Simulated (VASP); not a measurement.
# Re (P6_3/mmc) in VASP: notebook

One crystal, Re, is run at these levels: PBE; tasks: relaxation of cell and atoms.

Everything below comes from runs of VASP 6.6.1. Logs are shortened: lines on timing, memory, paths and dates and some standing lists are left out, and cuts for length are marked.

## (1) Starting point

The structure is hexagonal, space group P6_3/mmc (No. 194). Conventional cell: a = 2.761 Å, b = 2.761 Å, c = 4.458 Å, α = 90.00°, β = 90.00°, γ = 120.00°. Re (site symmetry -6m2) has 12 Re at 2.74 to 2.76 Å as nearest neighbours.

## (2) Relaxation of cell and atoms, PBE, target pressure 65 GPa, at which the enthalpy is minimised

File INCAR:

```
ALGO     = Fast           # electronic algorithm
EDIFF    = 1E-7           # SCF threshold, eV
EDIFFG   = -0.002         # ionic threshold
ENCUT    = 350            # plane-wave cutoff, eV
GGA      = PE             # functional
IBRION   = 2              # ionic algorithm
ISIF     = 3              # what is computed and relaxed
ISMEAR   = 0              # smearing method
LASPH    = T              # aspherical terms in the spheres
LCHARG   = F              # write CHGCAR
LREAL    = F              # projectors in reciprocal space
LWAVE    = F              # write WAVECAR
NELM     = 80             # most SCF steps
NSW      = 80             # ionic steps
PREC     = Accurate       # precision mode
PSTRESS  = 650.0        
SIGMA    = 0.1            # smearing width, eV
```

File KPOINTS:

```
k-points
0
Gamma
  18 18 10
```

File POSCAR:

```
Re
1.0
    2.7608000000      0.0000000000      0.0000000000
   -1.3804000000      2.3909229300      0.0000000000
    0.0000000000      0.0000000000      4.4582000000
Re
2
Direct
    0.3333333300      0.6666666700      0.2500000000
    0.6666666700      0.3333333300      0.7500000000
```

Potentials or basis: VASP PAW PBE potentials, release 64 (Re).

Command:

```console
> cat potpaw_PBE.64/Re/POTCAR > POTCAR
> mpirun -np 1 vasp_std > vasp.out
```

OUTCAR:

```text
EDIFF = 1E-7
   EDIFFG = -0.002
   ENCUT = 350
   GGA = PE
   IBRION = 2
   ISIF = 3
   ISMEAR = 0
   LASPH = T
   LREAL = F
   NELM = 80
   NSW = 80
   PREC = Accurate
   PSTRESS = 650.0

 ion  position               nearest neighbor table
   1  0.333  0.667  0.250-   2 2.74   2 2.74   2 2.74   2 2.74   2 2.74   2 2.74
   2  0.667  0.333  0.750-   1 2.74   1 2.74   1 2.74   1 2.74   1 2.74   1 2.74

  LATTYP: Found a hexagonal cell.
 ALAT       =     2.7608000000
 C/A-ratio  =     1.6148217908

  Lattice vectors:

 A1 = (   2.7608000000,   0.0000000000,   0.0000000000)
 A2 = (  -1.3804000000,   2.3909229300,   0.0000000000)
 A3 = (   0.0000000000,   0.0000000000,   4.4582000000)

Analysis of symmetry for initial positions (statically):
=====================================================================
 Subroutine PRICEL returns:
 Original cell was already a primitive cell.

 Routine SETGRP: Setting up the symmetry group for a
 hexagonal supercell.

 Subroutine GETGRP returns: Found 24 space group operations
 (whereof 12 operations were pure point group operations)
 out of a pool of 24 trial point group operations.

The static configuration has the point symmetry D_3d.
 The point group associated with its full space group is D_6h.

Analysis of symmetry for dynamics (positions and initial velocities):
=====================================================================
 Subroutine PRICEL returns:
 Original cell was already a primitive cell.

 Routine SETGRP: Setting up the symmetry group for a
 hexagonal supercell.

 Subroutine GETGRP returns: Found 24 space group operations
 (whereof 12 operations were pure point group operations)
 out of a pool of 24 trial point group operations.

The dynamic configuration has the point symmetry D_3d.
 The point group associated with its full space group is D_6h.

 Subroutine INISYM returns: Found 24 space group operations
 (whereof 12 operations are pure point group operations),
 and found     1 'primitive' translations

----------------------------------------------------------------------------------------

                                     Primitive cell

  volume of cell :      29.4280

  direct lattice vectors                    reciprocal lattice vectors
     2.760800000  0.000000000  0.000000000     0.362213851  0.209124265  0.000000000
    -1.380400000  2.390922930  0.000000000     0.000000000  0.418248530  0.000000000
     0.000000000  0.000000000  4.458200000     0.000000000  0.000000000  0.224305774

  length of vectors
     2.760800000  2.760799996  4.458200000     0.418248529  0.418248530  0.224305774

  position of ions in fractional coordinates (direct lattice)
     0.333333330  0.666666670  0.250000000
     0.666666670  0.333333330  0.750000000

  ion indices of the primitive-cell ions
   primitive index   ion index
                 1           1
                 2           2

----------------------------------------------------------------------------------------

 KPOINTS: k-points

Automatic generation of k-mesh.
 Grid dimensions read from file:
 generate k-points for:   18   18   10

 Generating k-lattice:

  Cartesian coordinates                     Fractional coordinates (reciprocal lattice)
     0.020122992  0.011618015  0.000000000     0.055555556  0.000000000  0.000000000
     0.000000000  0.023236029  0.000000000     0.000000000  0.055555556  0.000000000
     0.000000000  0.000000000  0.022430577     0.000000000  0.000000000  0.100000000

  Length of vectors
     0.023236029  0.023236029  0.022430577

  Shift w.r.t. Gamma in fractional coordinates (k-lattice)
     0.000000000  0.000000000  0.000000000

 Subroutine IBZKPT returns following result:
 ===========================================

 Found    222 irreducible k-points:

 Following reciprocal coordinates:
            Coordinates               Weight
  0.000000  0.000000  0.000000      1.000000
  0.055556  0.000000  0.000000      6.000000
  0.111111  0.000000  0.000000      6.000000
  0.166667  0.000000  0.000000      6.000000
  0.222222  0.000000  0.000000      6.000000
  0.277778  0.000000  0.000000      6.000000
[... 16 lines left out ...]
  0.333333  0.111111  0.000000     12.000000
  0.388889  0.111111  0.000000     12.000000
 [... further k-points ...]
   k-points           NKPTS =    222   k-points in BZ     NKDIM =    222   number of bands    NBANDS=     11
   number of dos      NEDOS =    301   number of ions     NIONS =      2
   total plane-waves  NPLWV =   9072
   dimension x,y,z NGX =    18 NGY =   18 NGZ =   28
   dimension x,y,z NGXF=    36 NGYF=   36 NGZF=   56
   ions per type =               2
   NGX,Y,Z   is equivalent  to a cutoff of  10.84, 10.84, 10.44 a.u.
   NGXF,Y,Z  is equivalent  to a cutoff of  21.68, 21.68, 20.88 a.u.
 SYSTEM =  unknown system
   PREC   = accura    normal or accurate (medium, high low for compatibility)
   ISTART =      0    job   : 0-new  1-cont  2-samecut
   ICHARG =      2    charge: 1-file 2-atom 10-const
   ISPIN  =      1    spin polarized calculation?
   LNONCOLLINEAR =      F non collinear calculations
   LSORBIT =      F    spin-orbit coupling
   LASPH  =      T    aspherical Exc in radial PAW
   ENCUT  =  350.0 eV  25.72 Ry    5.07 a.u.   4.21  4.21  6.80*2*pi/ulx,y,z
   NELM   =     80;   NELMIN=  2; NELMDL= -5     # of ELM steps
   EDIFF  = 0.1E-06   stopping-criterion for ELM
   LREAL  =      F    real-space projection
   EDIFFG = -.2E-02   stopping-criterion for IOM
   NSW    =     80    number of steps for IOM
   IBRION =      2    ionic relax: 0-MD 1-quasi-New 2-CG
   NFREE  =      1    steps in history (QN), initial steepest desc. (CG)
   ISIF   =      3    stress and relaxation
   ISYM   =      2    0-nonsym 1-usesym 2-fastsym
   POTIM  = 0.5000    time-step for ionic-motion
   TEBEG  =    0.0;   TEEND  =   0.0 temperature during run
   PSTRESS=  650.0 pullay stress
   NELECT =      14.0000    total number of electrons
   NUPDOWN=      -1.0000    fix difference up-down
   EMIN   =  10.00;   EMAX   =-10.00  energy-range for DOS
   EFERMI =   0.00;   METHOD = LEGACY
   ISMEAR =     0;   SIGMA  =   0.10  broadening in eV -4-tet -1-fermi 0-gaus
   EFERMI_NEDOS =   21; number of points for ismear=-14 and -15
   IALGO  =     68    algorithm
   IMIX   =      4    mixing-type and parameters
     AMIX     =   0.40;   BMIX     =  1.00
     AMIX_MAG =   1.60;   BMIX_MAG =  1.00
  volume/ion in A,a.u.               =      14.71        99.29
  Fermi-wavevector in a.u.,A,eV,Ry     =   1.278000  2.415070 22.222174  1.633284
  Thomas-Fermi vector in A             =   2.410568
   LORBIT       =      0    0 simple, 1 ext, 2 COOP (PROOUT), +10 PAW based schemes
   GGA     = PE    functional components
   LHFCALC =     F    Hartree Fock is set to
   AEXX    =    0.0000 exact exchange contribution
   IVDW    =     0    specifies the selected vdW correction
   LEPSILON=     F    determine dielectric tensor
   LRPA    =     F    only Hartree local field effects (RPA)
 conjugate gradient relaxation of ions
 non-spin polarized calculation
 RMM-DIIS sequential band-by-band and
 Gauss-broadening in eV      SIGMA  =   0.10
  energy-cutoff  :      350.00
  volume of cell :       29.43
 maximum number of plane-waves:       458
 NGX is ok and might be reduce to    18
   NGX =  9   NGY =  9   NGZ = 13

--------------------------------------- Ionic step        1  -------------------------------------------

 number of electron      13.9999998 magnetization

 Free energy of the ion-electron system (eV)
  ---------------------------------------------------
  ext. energy  EPLUGINS =         0.00000000
  ---------------------------------------------------
  free energy    TOTEN  =       -24.83743394 eV

  energy without entropy =      -24.82915405  energy(sigma->0) =      -24.83329399

------------------------ aborting loop because EDIFF is reached ----------------------------------------

  FORCE on cell =-STRESS in cart. coord.  units (eV):
  Direction    XX          YY          ZZ          XY          YZ          ZX
  --------------------------------------------------------------------------------------
  -------------------------------------------------------------------------------------
  Total        0.8771643      0.8771643      0.9124920      0.0000000      0.0000000      0.0000000
  in kB       47.7563858     47.7563856     49.6797722      0.0000000      0.0000000      0.0000000
  external PRESSURE =    -601.6024855 kB  Pullay stress =     650.0000000 kB
[... 23 lines left out ...]
  enthalpy is  TOTEN    =       -12.8985743295 eV   P V=       11.9388596059

--------------------------------------- Ionic step        2  -------------------------------------------

 number of electron      14.0000001 magnetization

 E-fermi :  26.0441     XC(G=0): -19.3711

 val. band max:       26.0297069210   @ k =   0.0556   0.0556   0.3000
 cond. band min:      26.0675881258   @ k =   0.1667   0.1667   0.0000
 fundamental gap:      0.0378812048
 Fermi energy:        26.0440549079

 k-point     1 :       0.0000    0.0000    0.0000
  band No.  band energies     occupation
      1       7.4624      2.00000
      2      13.3502      2.00000
      3      16.9870      2.00000
      4      16.9870      2.00000
      5      17.3661      2.00000
      6      20.2790      2.00000
      7      20.2790      2.00000
      8      23.2111      2.00000
      9      23.2111      2.00000
     10      32.3577      0.00000
     11      35.4849      0.00000
[... 389 lines left out ...]
  FREE ENERGIE OF THE ION-ELECTRON SYSTEM (eV)
  ---------------------------------------------------
  free  energy   TOTEN  =       -24.6194856082 eV

  energy  without entropy=      -24.6119283036  energy(sigma->0) =      -24.61570696

  enthalpy is  TOTEN    =       -13.4290594628 eV   P V=       11.1904261454

[... ionic steps 4 to 9 ...]

--------------------------------------- Ionic step       10  -------------------------------------------

 number of electron      14.0000000 magnetization

------------------------ aborting loop because EDIFF is reached ----------------------------------------

  FORCE on cell =-STRESS in cart. coord.  units (eV):
  Direction    XX          YY          ZZ          XY          YZ          ZX
  --------------------------------------------------------------------------------------
  -------------------------------------------------------------------------------------
  Total       10.6336944     10.6336943     10.6094972     -0.0000000      0.0000000      0.0000000
  in kB      650.4178226    650.4178188    648.9377842     -0.0000000      0.0000000      0.0000000
  external PRESSURE =      -0.0755248 kB  Pullay stress =     650.0000000 kB
[... 61 lines left out ...]
  enthalpy is  TOTEN    =       -13.5659575269 eV   P V=       10.6269858294

--------------------------------------- Ionic step       12  -------------------------------------------

 number of electron      14.0000000 magnetization

 Free energy of the ion-electron system (eV)
  ---------------------------------------------------
  ext. energy  EPLUGINS =         0.00000000
  ---------------------------------------------------
  free energy    TOTEN  =       -24.19295921 eV

  energy without entropy =      -24.18621086  energy(sigma->0) =      -24.18958503

 E-fermi :   9.4004     XC(G=0): -14.3811

 val. band max:        9.3986364853   @ k =   0.3889   0.2222   0.3000
 cond. band min:       9.4111299790   @ k =   0.3333   0.3333   0.5000
 fundamental gap:      0.0124934937
 Fermi energy:         9.4004474815

 k-point     1 :       0.0000    0.0000    0.0000
  band No.  band energies     occupation
      1      -1.2701      2.00000
      2       1.8659      2.00000
      3       7.4750      2.00000
      4       7.4750      2.00000
      5       7.4839      2.00000
      6       8.4831      2.00000
      7       8.4831      2.00000
      8       9.5860      0.00868
      9       9.5860      0.00868
     10      10.3325      0.00000
     11      13.3235      0.00000
[... 351 lines left out ...]
  FREE ENERGIE OF THE ION-ELECTRON SYSTEM (eV)
  ---------------------------------------------------
  free  energy   TOTEN  =       -24.1929592050 eV

  energy  without entropy=      -24.1862108617  energy(sigma->0) =      -24.18958503

  enthalpy is  TOTEN    =       -13.5659575546 eV   P V=       10.6270016504

 reached required accuracy - stopping structural energy minimisation
```

Run time: 3.8 min. Hardware: 1 thread of Intel Xeon 6975P-C (Granite Rapids), shared host; peak memory 0.18 GiB.

What came out:

```
Free energy                                            : -24.1930 eV
Relaxed volume                                         : 13.10 Å³/atom
Relaxed cell                                           : a = 2.655 Å, b = 2.655 Å, c = 4.290 Å, α = 90.00°, β = 90.00°, γ = 120.00°
Space group after relaxing (to 0.05 Å)                 : P6_3/mmc (No. 194)
Energy change on relaxing (the enthalpy is what falls) : +322.2 meV/atom
Ionic steps                                            : 12
Pressure after relaxing                                : 65.0 GPa
Band gap on the k mesh                                 : none (metal or under the smearing width)
```

The path:
```tsv
step	energy change (eV)	largest force (eV/Å)	pressure (GPa)	volume (Å³)
1	0.0000	0.0000	4.84	29.43
2	60.7903	0.0000	2208.01	11.61
3	0.2179	0.0000	34.09	27.58
4	0.3945	0.0000	48.63	26.90
5	0.6424	0.0000	64.87	26.20
6	0.6678	0.0000	66.40	26.14
7	0.5290	0.0000	57.74	26.50
8	0.6448	0.0000	65.00	26.19
9	0.6443	0.0000	64.99	26.19
10	0.6446	0.0000	64.99	26.19
11	0.6445	0.0000	64.98	26.19
12	0.6445	0.0000	64.99	26.19
```

Final structure:
```xyz
2
Lattice="2.6552 0.0000 0.0000 -1.3276 2.2995 0.0000 0.0000 0.0000 4.2901" Properties=species:S:1:pos:R:3 pbc="T T T"
Re    0.0000    1.5330    1.0725
Re    1.3276    0.7665    3.2176
```

Caveat: the cell is relaxed towards a set pressure, so the enthalpy falls and the energy may rise. Spin-orbit coupling is left out, which matters for the levels of Re.

## (3) Relaxation of cell and atoms, PBE, target pressure 65 GPa, at which the enthalpy is minimised

This run uses another cell than the first one, of 13.10 Å³/atom, 0.890 times its volume.

INCAR is that of step 2.

KPOINTS is that of step 2.

File POSCAR:

```
Re                                      
1.0
    2.6552392386     -0.0000000000     -0.0000000000
   -1.3276196193      2.2995046279      0.0000000000
    0.0000000000     -0.0000000000      4.2901258118
  Re            
     2
Direct
     0.3333333300000021    0.6666666699999979    0.2500000000000000
     0.6666666699999979    0.3333333300000021    0.7500000000000000
```

Potentials or basis: VASP PAW PBE potentials, release 64 (Re).

Command:

```console
> cat potpaw_PBE.64/Re/POTCAR > POTCAR
> mpirun -np 1 vasp_std > vasp.out
```

Wall time 34 s (1 thread of Intel Xeon 6975P-C (Granite Rapids), shared host); peak memory 0.15 GiB.

Results (log left out):

```
Free energy                                            : -24.1710 eV
Relaxed volume                                         : 13.08 Å³/atom
Relaxed cell                                           : a = 2.654 Å, b = 2.654 Å, c = 4.289 Å, α = 90.00°, β = 90.00°, γ = 120.00°
Space group after relaxing (to 0.05 Å)                 : P6_3/mmc (No. 194)
Energy change on relaxing (the enthalpy is what falls) : +5.0 meV/atom
Ionic steps                                            : 4
Pressure after relaxing                                : 65.0 GPa
Band gap on the k mesh                                 : none (metal or under the smearing width)
```

The path:
| step | energy change (eV) | largest force (eV/Å) | pressure (GPa) | volume (Å³) |
| --- | --- | --- | --- | --- |
| 1 | 0.0000 | 0.0000 | 64.38 | 26.19 |
| 2 | 0.0798 | 0.0000 | 69.20 | 26.00 |
| 3 | 0.0104 | 0.0000 | 65.02 | 26.17 |
| 4 | 0.0100 | 0.0000 | 65.01 | 26.17 |

Final structure:
```xyz
2
Lattice="2.6544 0.0000 0.0000 -1.3272 2.2988 0.0000 0.0000 0.0000 4.2888" Properties=species:S:1:pos:R:3 pbc="T T T"
Re    0.0000    1.5325    1.0722
Re    1.3272    0.7663    3.2166
```

Levels at points of the mesh, in eV from the Fermi level:
```tsv
k point	band 4	band 5	band 6	band 7	band 8	band 9	band 10
(0.00, 0.00, 0.00)	-1.93	-1.92	-0.92	-0.92	0.18	0.18	0.94
(0.50, 0.00, 0.00)	-2.34	-1.73	-1.56	-0.67	4.73	5.22	5.38
(0.00, 0.00, 0.50)	-2.74	-2.07	-2.07	-2.07	-2.07	3.01	3.01
(0.50, 0.00, 0.50)	-4.85	0.41	0.41	1.23	1.23	5.11	5.12
```

Caveat: the cell is relaxed towards a set pressure, so the enthalpy falls and the energy may rise.
